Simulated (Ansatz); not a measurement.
Space group P4/mbm (No. 127). a = 7.066 Å, b = 7.066 Å, c = 3.644 Å, α = 90.00°, β = 90.00°, γ = 90.00°
```
atom site symmetry x y z
  Zr    4h m.2m  0.1745  0.6745  0.5000
  Zr    2a     4/m..  0.0000  0.0000  0.0000
  Si    4g m.2m  0.6224  0.1224  0.0000
```

Equation of state of this Zr₃Si₂ structure (not necessarily the ground state), with shape and atoms relaxed at each volume where symmetry leaves them free. It has no gap at any of these volumes. Method: Ansatz 0.2.0, DFT PBEsol, scalar-relativistic, plane waves, PAW.

Plane waves to 420 eV, a k mesh through Γ of 6×6×10 on the computed 10-atom cell and Gaussian smearing (0.10 eV); no spin polarisation.

```json
{"V (Å³/atom)": "16.011", "E − E(largest V) (meV/atom)": "73.48", "P (GPa)": "23.16"}
{"V (Å³/atom)": "16.557", "E − E(largest V) (meV/atom)": "7.16", "P (GPa)": "16.01"}
{"V (Å³/atom)": "17.103", "E − E(largest V) (meV/atom)": "-36.55", "P (GPa)": "9.86"}
{"V (Å³/atom)": "17.648", "E − E(largest V) (meV/atom)": "-60.83", "P (GPa)": "4.57"}
{"V (Å³/atom)": "18.194", "E − E(largest V) (meV/atom)": "-68.33", "P (GPa)": "0.01"}
{"V (Å³/atom)": "18.740", "E − E(largest V) (meV/atom)": "-61.38", "P (GPa)": "-3.91"}
{"V (Å³/atom)": "19.286", "E − E(largest V) (meV/atom)": "-42.05", "P (GPa)": "-7.29"}
{"V (Å³/atom)": "20.014", "E − E(largest V) (meV/atom)": "0.00", "P (GPa)": "-11.07"}
```

Question: Fit a third-order Birch–Murnaghan equation to E(V).

Answer: V0 = 18.19 Å³/atom, B0 = 141 GPa, B0' = 4.0.